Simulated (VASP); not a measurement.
# MnSb (P4/mmm) in VASP: reference runs, part 2 of 2

VASP 6.6.1. The steps go on from the part before.

## Step 3: Single point, PBE, collinear spin, ferromagnetic start (atoms moved at random, drawn with an rms of 0.05 Å)

The input, INCAR:

```
ALGO     = Normal         # electronic algorithm
EDIFF    = 1E-7           # SCF threshold, eV
ENCUT    = 520            # plane-wave cutoff, eV
GGA      = PE             # functional
ISIF     = 2              # what is computed and relaxed
ISMEAR   = -1             # smearing method
ISPIN    = 2              # spin polarisation
LASPH    = T              # aspherical terms in the spheres
LCHARG   = F              # write CHGCAR
LMAXMIX  = 4              # l up to which the mixer works
LORBIT   = 11             # projections on sites
LREAL    = F              # projectors in reciprocal space
LWAVE    = F              # write WAVECAR
MAGMOM   = 4 0            # initial moments
NBANDS   = 20             # bands
NELM     = 100            # most SCF steps
PREC     = Accurate       # precision mode
SIGMA    = 0.05           # smearing width, eV
```

The input, KPOINTS:

```
k-points
0
Gamma
  7 7 9
```

The input, POSCAR:

```
MnSb
1.0
    3.8998500000      0.0000000000      0.0000000000
    0.0000000000      3.8998500000      0.0000000000
    0.0000000000      0.0000000000      3.0617500000
Mn Sb
1 1
Direct
   -0.0119990000      0.0131030000      0.4977010000
    0.5044140000      0.4939280000      0.5018860000
```

Potentials or basis: VASP PAW PBE potentials, release 64 (Mn_pv, Sb).

The run is started by

```
cat potpaw_PBE.64/Mn_pv/POTCAR potpaw_PBE.64/Sb/POTCAR > POTCAR
mpirun -np 1 vasp_std > vasp.out
```

OUTCAR:

```text
EDIFF = 1E-7
   ENCUT = 520
   GGA = PE
   ISIF = 2
   ISMEAR = -1
   ISPIN = 2
   LASPH = T
   LORBIT = 11
   LREAL = F
   NELM = 100
   PREC = Accurate

 ion  position               nearest neighbor table
   1  0.988  0.013  0.498-   2 2.66   2 2.75   2 2.77   2 2.86
   2  0.504  0.494  0.502-   1 2.66   1 2.75   1 2.77   1 2.86

  LATTYP: Found a simple tetragonal cell.
 ALAT       =     3.8998500000
 C/A-ratio  =     0.7850942985

  Lattice vectors:

 A1 = (   3.8998500000,   0.0000000000,   0.0000000000)
 A2 = (   0.0000000000,   3.8998500000,   0.0000000000)
 A3 = (   0.0000000000,   0.0000000000,   3.0617500000)

Analysis of symmetry for initial positions (statically):
=====================================================================
 Subroutine PRICEL returns:
 Original cell was already a primitive cell.

 Routine SETGRP: Setting up the symmetry group for a
 simple tetragonal supercell.

 Subroutine GETGRP returns: Found  1 space group operations
 (whereof  1 operations were pure point group operations)
 out of a pool of 16 trial point group operations.

The static configuration has the point symmetry C_1 .

Analysis of symmetry for dynamics (positions and initial velocities):
=====================================================================
 Subroutine PRICEL returns:
 Original cell was already a primitive cell.

 Routine SETGRP: Setting up the symmetry group for a
 simple tetragonal supercell.

 Subroutine GETGRP returns: Found  1 space group operations
 (whereof  1 operations were pure point group operations)
 out of a pool of 16 trial point group operations.

The dynamic configuration has the point symmetry C_1 .

Analysis of structural, dynamic, and magnetic symmetry:
=====================================================================
 Subroutine PRICEL returns:
 Original cell was already a primitive cell.

 Routine SETGRP: Setting up the symmetry group for a
 simple tetragonal supercell.

 Subroutine GETGRP returns: Found  1 space group operations
 (whereof  1 operations were pure point group operations)
 out of a pool of 16 trial point group operations.

The overall configuration has the point symmetry C_1 .

 Subroutine INISYM returns: Found  1 space group operations
 (whereof  1 operations are pure point group operations),
 and found     1 'primitive' translations

----------------------------------------------------------------------------------------

                                     Primitive cell

  volume of cell :      46.5656

  direct lattice vectors                    reciprocal lattice vectors
     3.899850000  0.000000000  0.000000000     0.256420119  0.000000000  0.000000000
     0.000000000  3.899850000  0.000000000     0.000000000  0.256420119  0.000000000
     0.000000000  0.000000000  3.061750000     0.000000000  0.000000000  0.326610599

  length of vectors
     3.899850000  3.899850000  3.061750000     0.256420119  0.256420119  0.326610599

  position of ions in fractional coordinates (direct lattice)
     0.988001000  0.013103000  0.497701000
     0.504414000  0.493928000  0.501886000

[... 66 lines left out ...]
 SYSTEM =  unknown system
   PREC   = accura    normal or accurate (medium, high low for compatibility)
   ISTART =      0    job   : 0-new  1-cont  2-samecut
   ICHARG =      2    charge: 1-file 2-atom 10-const
   ISPIN  =      2    spin polarized calculation?
   LNONCOLLINEAR =      F non collinear calculations
   LSORBIT =      F    spin-orbit coupling
   LASPH  =      T    aspherical Exc in radial PAW
   ENCUT  =  520.0 eV  38.22 Ry    6.18 a.u.   7.25  7.25  5.69*2*pi/ulx,y,z
   NELM   =    100;   NELMIN=  2; NELMDL= -5     # of ELM steps
   EDIFF  = 0.1E-06   stopping-criterion for ELM
   LREAL  =      F    real-space projection
   EDIFFG = 0.1E-05   stopping-criterion for IOM
   NSW    =      0    number of steps for IOM
   IBRION =     -1    ionic relax: 0-MD 1-quasi-New 2-CG
   NFREE  =      0    steps in history (QN), initial steepest desc. (CG)
   ISIF   =      2    stress and relaxation
   ISYM   =      2    0-nonsym 1-usesym 2-fastsym
   POTIM  = 0.5000    time-step for ionic-motion
   TEBEG  =    0.0;   TEEND  =   0.0 temperature during run
   PSTRESS=    0.0 pullay stress
   NELECT =      18.0000    total number of electrons
   NUPDOWN=      -1.0000    fix difference up-down
   EMIN   =  10.00;   EMAX   =-10.00  energy-range for DOS
   EFERMI =   0.00;   METHOD = LEGACY
   ISMEAR =    -1;   SIGMA  =   0.05  broadening in eV -4-tet -1-fermi 0-gaus
   EFERMI_NEDOS =   21; number of points for ismear=-14 and -15
   IALGO  =     38    algorithm
   IMIX   =      4    mixing-type and parameters
     AMIX     =   0.40;   BMIX     =  1.00
     AMIX_MAG =   1.60;   BMIX_MAG =  1.00
  volume/ion in A,a.u.               =      23.28       157.12
  Fermi-wavevector in a.u.,A,eV,Ry     =   1.192552  2.253596 19.349922  1.422179
  Thomas-Fermi vector in A             =   2.328587
   LORBIT       =     11    0 simple, 1 ext, 2 COOP (PROOUT), +10 PAW based schemes
   GGA     = PE    functional components
   LHFCALC =     F    Hartree Fock is set to
   AEXX    =    0.0000 exact exchange contribution
   IVDW    =     0    specifies the selected vdW correction
   LEPSILON=     F    determine dielectric tensor
   LRPA    =     F    only Hartree local field effects (RPA)
 spin polarized calculation
  energy-cutoff  :      520.00
  volume of cell :       46.57
 maximum number of plane-waves:      1275
 NGX is ok and might be reduce to    30
   NGX = 15   NGY = 15   NGZ = 11

 number of electron      18.0000000 magnetization       3.8064025

 Free energy of the ion-electron system (eV)
  ---------------------------------------------------
  ext. energy  EPLUGINS =         0.00000000
  ---------------------------------------------------
  free energy    TOTEN  =       -12.26744787 eV

  energy without entropy =      -12.25867706  energy(sigma->0) =      -12.26306246

 E-fermi :   7.0116     XC(G=0): -10.2457

 val. band max:        7.0082069052   @ k =   0.2857  -0.2857   0.4444
 cond. band min:       7.0458154752   @ k =  -0.4286   0.0000   0.2222
 fundamental gap:      0.0376085700
 Fermi energy:         7.0116178182

 spin component 1

 k-point     1 :       0.0000    0.0000    0.0000
  band No.  band energies     occupation
      1     -43.0069      1.00000
      2     -43.0033      1.00000
      3     -42.8673      1.00000
      4      -4.6342      1.00000
      5       3.7034      1.00000
      6       3.8982      1.00000
[... 541 lines left out ...]
     19      20.1201      0.00000
     20      20.4046      0.00000

 [... further k-points ...]

 spin component 2

 k-point     1 :       0.0000    0.0000    0.0000
  band No.  band energies     occupation
      1     -39.1780      1.00000
      2     -39.1718      1.00000
      3     -38.9873      1.00000
      4      -4.5807      1.00000
      5       5.7833      1.00000
      6       5.8271      1.00000
[... 541 lines left out ...]
     19      20.3293      0.00000
     20      20.6837      0.00000

 [... further k-points ...]

------------------------ aborting loop because EDIFF is reached ----------------------------------------

  FORCE on cell =-STRESS in cart. coord.  units (eV):
  Direction    XX          YY          ZZ          XY          YZ          ZX
  --------------------------------------------------------------------------------------
  -------------------------------------------------------------------------------------
  Total        0.0092503     -0.0055432     -0.1622081     -0.1468165      0.0069427     -0.0059367
  in kB        0.3182746     -0.1907255     -5.5810721     -5.0514938      0.2388777     -0.2042633
  external PRESSURE =      -1.8178410 kB  Pullay stress =       0.0000000 kB

 VOLUME and BASIS-vectors are now :
 -----------------------------------------------------------------------------
  energy-cutoff  :      520.00
  volume of cell :       46.57
      direct lattice vectors                 reciprocal lattice vectors
     3.899850000  0.000000000  0.000000000     0.256420119  0.000000000  0.000000000
     0.000000000  3.899850000  0.000000000     0.000000000  0.256420119  0.000000000
     0.000000000  0.000000000  3.061750000     0.000000000  0.000000000  0.326610599

 POSITION                                       TOTAL-FORCE (eV/Angst)
 -----------------------------------------------------------------------------------
      3.85306      0.05110      1.52384         0.327052     -0.379301     -0.005782
      1.96714      1.92625      1.53665        -0.327052      0.379301      0.005782
 -----------------------------------------------------------------------------------
    total drift:                                0.001209     -0.000945     -0.000095

  FREE ENERGIE OF THE ION-ELECTRON SYSTEM (eV)
  ---------------------------------------------------
  free  energy   TOTEN  =       -12.2674478689 eV

  energy  without entropy=      -12.2586770597  energy(sigma->0) =      -12.26306246

 total charge

# of ion       s       p       d       tot
------------------------------------------
    1        0.290   6.153   5.019  11.462
    2        1.167   1.257   0.039   2.462
--------------------------------------------------
tot          1.457   7.409   5.058  13.924

 magnetization (x)

# of ion       s       p       d       tot
------------------------------------------
    1        0.052   0.027   3.590   3.669
    2        0.000  -0.089   0.008  -0.080
--------------------------------------------------
tot          0.053  -0.062   3.598   3.589
```

Run time: 3.4 min. Hardware: 1 thread of AMD EPYC 9R45 (Zen 5), shared host; peak memory 0.38 GiB.

Results:

```
Free energy                                           : -12.2674 eV
Pressure                                              : -0.2 GPa
Largest force                                         : 0.501 eV/Å
Band gap on the k mesh                                : none (metal or under the smearing width)
Net moment                                            : 3.81 μB per cell
Site moments                                          : Mn +3.67; Sb -0.08 μB
Valence electrons inside the program's atomic spheres : Mn 11.46; Sb 2.46
```

Forces in eV/Å, atoms in the order of the input:
```
Mn   0.327 -0.379 -0.006
Sb  -0.327  0.379  0.006
```

Caveat: a cell with one magnetic atom can't hold antiferromagnetic order, which such compounds often take. Spin-orbit coupling is left out, which matters for the levels of Sb.
